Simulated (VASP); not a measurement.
# NaH (Fm-3m) in VASP: further runs

Runs on NaH. Level: PBE. Tasks: single point.

Everything below comes from runs of VASP 6.6.1. Logs are shortened: lines on timing, memory, paths and dates and some standing lists are left out, and cuts for length are marked.

## Step 1: Starting point

It takes space group Fm-3m (No. 225, cubic). The conventional cell has a = 4.880 Å, b = 4.880 Å, c = 4.880 Å, α = 90.00°, β = 90.00°, γ = 90.00°. Around Na (site symmetry m-3m) lie 6 H at 2.44 Å. Around H (site symmetry m-3m) lie 6 Na at 2.44 Å.

## Step 2: Single point, PBE

Input file INCAR:

```
SYSTEM = NaH
PREC = Accurate
ENCUT = 350
EDIFF = 1E-6
ISMEAR = 0
SIGMA = 0.05
LREAL = .False.
LASPH = .True.
NELM = 100
ALGO = Normal
ISIF = 2
LWAVE = .False.
LCHARG = .False.
GGA = PE
NBANDS = 11
ADDGRID = .False.
```

Input file KPOINTS:

```
Automatic mesh
0
Gamma
  3 3 3
  0 0 0
```

Input file POSCAR:

```
NaH
1.0
    0.0000000000      2.4400000000      2.4400000000
    2.4400000000      0.0000000000      2.4400000000
    2.4400000000      2.4400000000      0.0000000000
Na H
1 1
Direct
    0.0000000000      0.0000000000      0.0000000000
    0.5000000000      0.5000000000      0.5000000000
```

Potentials or basis: VASP PAW PBE potentials, release 64 (Na_pv, H).

Launch:

```
$ cat potpaw_PBE.64/Na_pv/POTCAR potpaw_PBE.64/H/POTCAR > POTCAR
$ mpirun -np 1 vasp_std > vasp.out
```

OUTCAR:

```text
SYSTEM = NaH
   PREC = Accurate
   ENCUT = 350
   EDIFF = 1E-6
   ISMEAR = 0
   LREAL = .False.
   LASPH = .True.
   NELM = 100
   ISIF = 2
   GGA = PE

 Found      4 irreducible k-points:

 Following reciprocal coordinates:
            Coordinates               Weight
  0.000000  0.000000  0.000000      1.000000
  0.333333  0.000000  0.000000      8.000000
  0.333333  0.333333  0.000000      6.000000
 -0.333333  0.333333  0.000000     12.000000
   k-points           NKPTS =      4   k-points in BZ     NKDIM =      4   number of bands    NBANDS=     11
   number of dos      NEDOS =    301   number of ions     NIONS =      2
   total plane-waves  NPLWV =  13824
   dimension x,y,z NGX =    24 NGY =   24 NGZ =   24
   dimension x,y,z NGXF=    48 NGYF=   48 NGZF=   48
   ions per type =               1   1
   NGX,Y,Z   is equivalent  to a cutoff of  11.56, 11.56, 11.56 a.u.
   NGXF,Y,Z  is equivalent  to a cutoff of  23.13, 23.13, 23.13 a.u.
 SYSTEM =  NaH
   PREC   = accura    normal or accurate (medium, high low for compatibility)
   ISTART =      0    job   : 0-new  1-cont  2-samecut
   ICHARG =      2    charge: 1-file 2-atom 10-const
   ISPIN  =      1    spin polarized calculation?
   LNONCOLLINEAR =      F non collinear calculations
   LSORBIT =      F    spin-orbit coupling
   LASPH  =      T    aspherical Exc in radial PAW
   ENCUT  =  350.0 eV  25.72 Ry    5.07 a.u.   5.26  5.26  5.26*2*pi/ulx,y,z
   NELM   =    100;   NELMIN=  2; NELMDL= -5     # of ELM steps
   EDIFF  = 0.1E-05   stopping-criterion for ELM
   LREAL  =      F    real-space projection
   EDIFFG = 0.1E-04   stopping-criterion for IOM
   NSW    =      0    number of steps for IOM
   IBRION =     -1    ionic relax: 0-MD 1-quasi-New 2-CG
   NFREE  =      0    steps in history (QN), initial steepest desc. (CG)
   ISIF   =      2    stress and relaxation
   ISYM   =      2    0-nonsym 1-usesym 2-fastsym
   POTIM  = 0.5000    time-step for ionic-motion
   TEBEG  =    0.0;   TEEND  =   0.0 temperature during run
   PSTRESS=    0.0 pullay stress
   NELECT =       8.0000    total number of electrons
   NUPDOWN=      -1.0000    fix difference up-down
   EMIN   =  10.00;   EMAX   =-10.00  energy-range for DOS
   EFERMI =   0.00;   METHOD = LEGACY
   ISMEAR =     0;   SIGMA  =   0.05  broadening in eV -4-tet -1-fermi 0-gaus
   EFERMI_NEDOS =   21; number of points for ismear=-14 and -15
   IALGO  =     38    algorithm
   IMIX   =      4    mixing-type and parameters
     AMIX     =   0.40;   BMIX     =  1.00
     AMIX_MAG =   1.60;   BMIX_MAG =  1.00
  volume/ion in A,a.u.               =      14.53        98.03
  Fermi-wavevector in a.u.,A,eV,Ry     =   1.065054  2.012660 15.433636  1.134340
  Thomas-Fermi vector in A             =   2.200593
   LORBIT       =      0    0 simple, 1 ext, 2 COOP (PROOUT), +10 PAW based schemes
   GGA     = PE    functional components
   LHFCALC =     F    Hartree Fock is set to
   AEXX    =    0.0000 exact exchange contribution
   IVDW    =     0    specifies the selected vdW correction
   LEPSILON=     F    determine dielectric tensor
   LRPA    =     F    only Hartree local field effects (RPA)
 non-spin polarized calculation
 Gauss-broadening in eV      SIGMA  =   0.05
  energy-cutoff  :      350.00
  volume of cell :       29.05
 maximum number of plane-waves:       432
 NGX is ok and might be reduce to    24
   NGX = 11   NGY = 11   NGZ = 11

 number of electron       7.9999989 magnetization

 Free energy of the ion-electron system (eV)
  ---------------------------------------------------
  ext. energy  EPLUGINS =         0.00000000
  ---------------------------------------------------
  free energy    TOTEN  =        -5.09556300 eV

  energy without entropy =       -5.09556300  energy(sigma->0) =       -5.09556300

 E-fermi :  -1.2286     XC(G=0):  -7.6771

 val. band max:       -1.4658021221   @ k =  -0.3333   0.3333   0.0000
 cond. band min:       4.2854603474   @ k =   0.3333   0.0000   0.0000
 fundamental gap:      5.7512624695
 Fermi energy:        -1.2286177850

 k-point     1 :       0.0000    0.0000    0.0000
  band No.  band energies     occupation
      1     -23.3451      2.00000
      2     -23.3451      2.00000
      3     -23.3451      2.00000
      4      -4.7434      2.00000
      5       8.9648      0.00000
      6      14.1755      0.00000
      7      14.1755      0.00000
      8      14.1755      0.00000
      9      14.9679      0.00000
     10      14.9679      0.00000
     11      14.9679      0.00000

 k-point     2 :       0.3333    0.0000    0.0000
  band No.  band energies     occupation
      1     -23.4088      2.00000
      2     -23.3530      2.00000
      3     -23.3530      2.00000
      4      -3.0512      2.00000
      5       4.2855      0.00000
      6       9.6727      0.00000
      7      12.2548      0.00000
      8      12.2549      0.00000
      9      15.3795      0.00000
     10      15.3795      0.00000
     11      17.5115      0.00000

 k-point     3 :       0.3333    0.3333    0.0000
  band No.  band energies     occupation
      1     -23.4035      2.00000
      2     -23.3670      2.00000
      3     -23.3669      2.00000
      4      -2.5734      2.00000
      5       4.8594      0.00000
      6       9.4021      0.00000
      7       9.8479      0.00000
      8       9.8479      0.00000
      9      11.6466      0.00000
     10      19.6473      0.00000
     11      21.8645      0.00000

 k-point     4 :      -0.3333    0.3333    0.0000
  band No.  band energies     occupation
      1     -23.4008      2.00000
      2     -23.3986      2.00000
      3     -23.3639      2.00000
      4      -1.4658      2.00000
      5       4.3901      0.00000
      6       4.5896      0.00000
      7      10.3322      0.00000
      8      10.8856      0.00000
      9      16.8110      0.00000
     10      19.6940      0.00000
     11      20.0263      0.00000

------------------------ aborting loop because EDIFF is reached ----------------------------------------

  FORCE on cell =-STRESS in cart. coord.  units (eV):
  Direction    XX          YY          ZZ          XY          YZ          ZX
  --------------------------------------------------------------------------------------
  -------------------------------------------------------------------------------------
  Total       -0.2286703     -0.2286703     -0.2286703     -0.0000000     -0.0000000      0.0000000
  in kB      -12.6101672    -12.6101672    -12.6101672     -0.0000000     -0.0000000      0.0000000
  external PRESSURE =     -12.6101672 kB  Pullay stress =       0.0000000 kB

 VOLUME and BASIS-vectors are now :
 -----------------------------------------------------------------------------
  energy-cutoff  :      350.00
  volume of cell :       29.05
      direct lattice vectors                 reciprocal lattice vectors
     0.000000000  2.440000000  2.440000000    -0.204918033  0.204918033  0.204918033
     2.440000000  0.000000000  2.440000000     0.204918033 -0.204918033  0.204918033
     2.440000000  2.440000000  0.000000000     0.204918033  0.204918033 -0.204918033

 POSITION                                       TOTAL-FORCE (eV/Angst)
 -----------------------------------------------------------------------------------
      0.00000      0.00000      0.00000         0.000000      0.000000      0.000000
      2.44000      2.44000      2.44000        -0.000000     -0.000000     -0.000000
 -----------------------------------------------------------------------------------
    total drift:                                0.000000     -0.000000     -0.000000

  FREE ENERGIE OF THE ION-ELECTRON SYSTEM (eV)
  ---------------------------------------------------
  free  energy   TOTEN  =        -5.0955630008 eV

  energy  without entropy=       -5.0955630008  energy(sigma->0) =       -5.09556300
```

Run time: 1.9 s. Hardware: 1 thread of Intel Xeon Platinum 8259CL at 2.50GHz (Skylake/Cascade Lake), shared host; peak memory 0.12 GiB.

These settings aren't checked as converged: the numbers below hold their error.

What came out:

```
Free energy            : -5.0956 eV
Pressure               : -1.3 GPa
Band gap on the k mesh : 5.75 eV, indirect (least direct gap 5.86 eV)
```

Caveat: the k mesh is coarse (spacing up to 0.74 Å⁻¹), so the values aren't converged; an odd mesh through Γ misses points on the zone boundary, where band edges often lie.

## Step 3: Single point, PBE

INCAR is that of step 2.

KPOINTS is that of step 2.

Input file POSCAR:

```
NaH
1.0
    0.0000000000      2.4400000000      2.4400000000
    2.4400000000      0.0000000000      2.4400000000
    2.4400000000      2.4400000000      0.0000000000
Na H
1 1
Direct
   -0.0187210000      0.0228060000      0.0160610000
    0.4668300000      0.5164870000      0.5214060000
```

Potentials or basis: VASP PAW PBE potentials, release 64 (Na_pv, H).

Launch:

```
$ cat potpaw_PBE.64/Na_pv/POTCAR potpaw_PBE.64/H/POTCAR > POTCAR
$ mpirun -np 1 vasp_std > vasp.out
```

OUTCAR:

```text
SYSTEM = NaH
   PREC = Accurate
   ENCUT = 350
   EDIFF = 1E-6
   ISMEAR = 0
   LREAL = .False.
   LASPH = .True.
   NELM = 100
   ISIF = 2
   GGA = PE

 Found     14 irreducible k-points:

 Following reciprocal coordinates:
            Coordinates               Weight
  0.000000  0.000000  0.000000      1.000000
  0.333333  0.000000  0.000000      2.000000
  0.000000  0.333333  0.000000      2.000000
  0.000000  0.000000  0.333333      2.000000
  0.333333  0.333333  0.333333      2.000000
  0.333333  0.333333  0.000000      2.000000
   k-points           NKPTS =     14   k-points in BZ     NKDIM =     14   number of bands    NBANDS=     11
   number of dos      NEDOS =    301   number of ions     NIONS =      2
   total plane-waves  NPLWV =  13824
   dimension x,y,z NGX =    24 NGY =   24 NGZ =   24
   dimension x,y,z NGXF=    48 NGYF=   48 NGZF=   48
   ions per type =               1   1
   NGX,Y,Z   is equivalent  to a cutoff of  11.56, 11.56, 11.56 a.u.
   NGXF,Y,Z  is equivalent  to a cutoff of  23.13, 23.13, 23.13 a.u.
 SYSTEM =  NaH
   PREC   = accura    normal or accurate (medium, high low for compatibility)
   ISTART =      0    job   : 0-new  1-cont  2-samecut
   ICHARG =      2    charge: 1-file 2-atom 10-const
   ISPIN  =      1    spin polarized calculation?
   LNONCOLLINEAR =      F non collinear calculations
   LSORBIT =      F    spin-orbit coupling
   LASPH  =      T    aspherical Exc in radial PAW
   ENCUT  =  350.0 eV  25.72 Ry    5.07 a.u.   5.26  5.26  5.26*2*pi/ulx,y,z
   NELM   =    100;   NELMIN=  2; NELMDL= -5     # of ELM steps
   EDIFF  = 0.1E-05   stopping-criterion for ELM
   LREAL  =      F    real-space projection
   EDIFFG = 0.1E-04   stopping-criterion for IOM
   NSW    =      0    number of steps for IOM
   IBRION =     -1    ionic relax: 0-MD 1-quasi-New 2-CG
   NFREE  =      0    steps in history (QN), initial steepest desc. (CG)
   ISIF   =      2    stress and relaxation
   ISYM   =      2    0-nonsym 1-usesym 2-fastsym
   POTIM  = 0.5000    time-step for ionic-motion
   TEBEG  =    0.0;   TEEND  =   0.0 temperature during run
   PSTRESS=    0.0 pullay stress
   NELECT =       8.0000    total number of electrons
   NUPDOWN=      -1.0000    fix difference up-down
   EMIN   =  10.00;   EMAX   =-10.00  energy-range for DOS
   EFERMI =   0.00;   METHOD = LEGACY
   ISMEAR =     0;   SIGMA  =   0.05  broadening in eV -4-tet -1-fermi 0-gaus
   EFERMI_NEDOS =   21; number of points for ismear=-14 and -15
   IALGO  =     38    algorithm
   IMIX   =      4    mixing-type and parameters
     AMIX     =   0.40;   BMIX     =  1.00
     AMIX_MAG =   1.60;   BMIX_MAG =  1.00
[... 17 lines left out ...]

 number of electron       7.9999993 magnetization

 Free energy of the ion-electron system (eV)
  ---------------------------------------------------
  ext. energy  EPLUGINS =         0.00000000
  ---------------------------------------------------
  free energy    TOTEN  =        -5.09434793 eV

  energy without entropy =       -5.09434793  energy(sigma->0) =       -5.09434793

 E-fermi :  -1.2284     XC(G=0):  -7.6766

 val. band max:       -1.4655550850   @ k =   0.3333  -0.3333  -0.3333
 cond. band min:       4.2835820379   @ k =   0.3333   0.3333   0.3333
 fundamental gap:      5.7491371229
 Fermi energy:        -1.2283701743

 k-point     1 :       0.0000    0.0000    0.0000
  band No.  band energies     occupation
      1     -23.3443      2.00000
      2     -23.3442      2.00000
      3     -23.3439      2.00000
      4      -4.7431      2.00000
      5       8.9588      0.00000
      6      14.1617      0.00000
      7      14.1626      0.00000
      8      14.1763      0.00000
      9      14.9720      0.00000
     10      14.9836      0.00000
     11      14.9922      0.00000
[... 57 lines left out ...]
 k-point     6 :       0.3333    0.3333    0.0000
  band No.  band energies     occupation
      1     -23.4025      2.00000
      2     -23.3661      2.00000
      3     -23.3660      2.00000
      4      -2.5733      2.00000
      5       4.8602      0.00000
      6       9.4006      0.00000
      7       9.8469      0.00000
      8       9.8498      0.00000
      9      11.6453      0.00000
     10      19.6558      0.00000
     11      21.8642      0.00000

 [... further k-points ...]

------------------------ aborting loop because EDIFF is reached ----------------------------------------

  FORCE on cell =-STRESS in cart. coord.  units (eV):
  Direction    XX          YY          ZZ          XY          YZ          ZX
  --------------------------------------------------------------------------------------
  -------------------------------------------------------------------------------------
  Total       -0.2302964     -0.2276413     -0.2163003     -0.0000298     -0.0011360     -0.0000356
  in kB      -12.6998415    -12.5534205    -11.9280182     -0.0016447     -0.0626477     -0.0019651
  external PRESSURE =     -12.3937601 kB  Pullay stress =       0.0000000 kB

 VOLUME and BASIS-vectors are now :
 -----------------------------------------------------------------------------
  energy-cutoff  :      350.00
  volume of cell :       29.05
      direct lattice vectors                 reciprocal lattice vectors
     0.000000000  2.440000000  2.440000000    -0.204918033  0.204918033  0.204918033
     2.440000000  0.000000000  2.440000000     0.204918033 -0.204918033  0.204918033
     2.440000000  2.440000000  0.000000000     0.204918033  0.204918033 -0.204918033

 POSITION                                       TOTAL-FORCE (eV/Angst)
 -----------------------------------------------------------------------------------
      0.09484      2.43351      2.44997        -0.001944     -0.017603     -0.040348
      2.53246      2.41130      2.39929         0.001944      0.017603      0.040348
 -----------------------------------------------------------------------------------
    total drift:                               -0.000118     -0.000072      0.000342

  FREE ENERGIE OF THE ION-ELECTRON SYSTEM (eV)
  ---------------------------------------------------
  free  energy   TOTEN  =        -5.0943479290 eV

  energy  without entropy=       -5.0943479290  energy(sigma->0) =       -5.09434793
```

It took 2.8 s on 1 thread of Intel Xeon Platinum 8259CL at 2.50GHz (Skylake/Cascade Lake), shared host; peak memory 0.13 GiB.

These settings aren't checked as converged: the numbers below hold their error.

Results:

| Property | Result |
| --- | --- |
| Free energy | -5.0943 eV |
| Pressure | -1.2 GPa |
| Largest force | 0.044 eV/Å |
| Band gap on the k mesh | 5.75 eV, indirect (least direct gap 5.84 eV) |

Caveat: the k mesh is coarse (spacing up to 0.74 Å⁻¹), so the values aren't converged; an odd mesh through Γ misses points on the zone boundary, where band edges often lie.

## Step 4: Single point, PBE

Changes to INCAR since step 3:

```diff
@@ -2,3 +2,3 @@
 PREC = Accurate
-ENCUT = 350
+ENCUT = 400
 EDIFF = 1E-6
```

KPOINTS is that of step 3.

Input file POSCAR:

```
NaH
1.0
    0.0000000000      2.4400000000      2.4400000000
    2.4400000000      0.0000000000      2.4400000000
    2.4400000000      2.4400000000      0.0000000000
Na H
1 1
Direct
    0.0000000000      0.0000000000      0.0000000000
    0.5000000000      0.5000000000      0.5000000000
```

Launch:

```
$ cat potpaw_PBE.64/Na_pv/POTCAR potpaw_PBE.64/H/POTCAR > POTCAR
$ mpirun -np 1 vasp_std > vasp.out
```

Wall time 2 s (1 thread of Intel Xeon Platinum 8259CL at 2.50GHz (Skylake/Cascade Lake), shared host); peak memory 0.13 GiB.

These settings aren't checked as converged: the numbers below hold their error.

Results:

- Free energy: -5.0981 eV
- Pressure: -1.2 GPa
- Band gap on the k mesh: 5.75 eV, indirect (least direct gap 5.86 eV)

Caveat: the k mesh is coarse (spacing up to 0.74 Å⁻¹), so the values aren't converged; an odd mesh through Γ misses points on the zone boundary, where band edges often lie.

(Part 1 of 2 ends here.)
